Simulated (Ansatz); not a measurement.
A run of Ansatz 0.2.0 is set up as follows.

input.yaml

```yaml
crystal:
  lattice:
    - [-1.75465, 1.75465, 1.75465]
    - [1.75465, -1.75465, 1.75465]
    - [1.75465, 1.75465, -1.75465]
  atoms:
    - { symbol: Li, position: [0.0, 0.0, 0.0] }
hamiltonian:
  xc: r2scan
  pseudopotentials: { kind: paw }
  dispersion: d4
kpoints:
  mp_grid: { grid: [11, 11, 11] }
scf:
  occupations: { method: fermi_dirac, width: 0.05 }
output:
  forces: true
  stress: true
  eigenvalues: true
  write_density: true
  write_potential: true
  elf: true
  volumetric_format: npy
relax:
  f_tol: 0.01
  max_steps: 40
  cell: { stress_tol: 0.05 }
```

Potentials or basis: Ansatz PAW.

Launch:

```sh
$ ansatz run input.yaml --threads 2 --pin off --max-ram 5632MiB --backend cpu --events-out ev --progress --plain --runs-dir out
```

**Question.** Estimate the space group after relaxing (to 0.05 Å).

**Answer.** Im-3m (No. 229).

**Question.** What does it give for the relaxed cell?

**Answer.** a = 3.005 Å, b = 3.005 Å, c = 3.005 Å, α = 109.47°, β = 109.47°, γ = 109.47°.

Step by step:
```csv
step,energy change (eV),largest force (eV/Å),volume (Å³)
1,0.0000,0.0000,21.61
2,-0.0006,0.0000,21.31
3,-0.0009,0.0000,20.89
4,-0.0009,0.0000,20.89
```

Caveat: the plane-wave basis is chosen anew once the cell has moved, so the energies of steps on either side of that aren't comparable; the PAW data sets were made with another functional, which shifts forces and pressure a little; pairwise dispersion overbinds metals, which lowers pressure and volume.

The cell as given is a measured one (21.61 Å³/atom); r2SCAN+D4 puts the equilibrium volume -3.3 % from it, thermal expansion not counted.
